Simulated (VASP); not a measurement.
## Moving the functional in BP

Symmetry: F-43m, No. 216, cubic system. Conventional cell: a = 4.538 Å, b = 4.538 Å, c = 4.538 Å, α = 90.00°, β = 90.00°, γ = 90.00°. P (site symmetry -43m) has 4 B at 1.97 Å as nearest neighbours. Around B (site symmetry -43m) lie 4 P at 1.97 Å.

Kept alike: task band structure; k mesh 10 × 10 × 10; occupations fermi-dirac, width 0.05 eV; no spin polarisation. Program: VASP, PBE PAW files B, P, 520 eV. The mesh is that of the run's cell of 2 atoms. No spin-orbit coupling.

| functional | band gap (eV) | pressure (GPa) |
| --- | --- | --- |
| SCAN | 1.544 | -1.75 |
| TB-mBJ | 2.083 | - |
| TPSS | 1.256 | 0.74 |
| r2SCAN | 1.447 | -0.67 |

Pressure is positive in compression; the values hold the error of the finite cutoff, so their zero can differ a little from the energy's minimum. A dash stands where a model potential gives no energy or stress, or where a value looked faulty or was in doubt. Gaps are the smaller of the mesh's and the band path's. All rows use potentials made for PBE.

The band gap runs from 1.256 (TPSS) to 2.083 eV (TB-mBJ). The pressure runs from -1.75 (SCAN) to 0.74 GPa (TPSS). A positive pressure means that the functional's own cell is larger than the one given, a negative one that it is smaller.

At a fixed cell, the gap of BP widens from TPSS through r2SCAN and SCAN to TB-mBJ, so the spread comes from the electronic description and not from differing bond lengths. Boron and phosphorus are close in electronegativity, and the gap is mainly a covalent splitting between bonding p-like valence states and antibonding conduction states, with little ionic contribution. TB-mBJ, at 2.083 eV, comes near the accepted indirect gap, while the other three fall clearly short, probably because their exchange-correlation potentials separate occupied from empty states too weakly.

The pressures differ in sign: TPSS favours a slightly larger cell, SCAN and r2SCAN a slightly smaller one. Since the short, strong B–P bonds make the crystal very stiff, these stresses correspond to only small changes in lattice constant. This suggests that relaxing the cell with each of these three functionals would leave their gap order intact. The good gap from TB-mBJ does not by itself vouch for its band widths or effective masses.
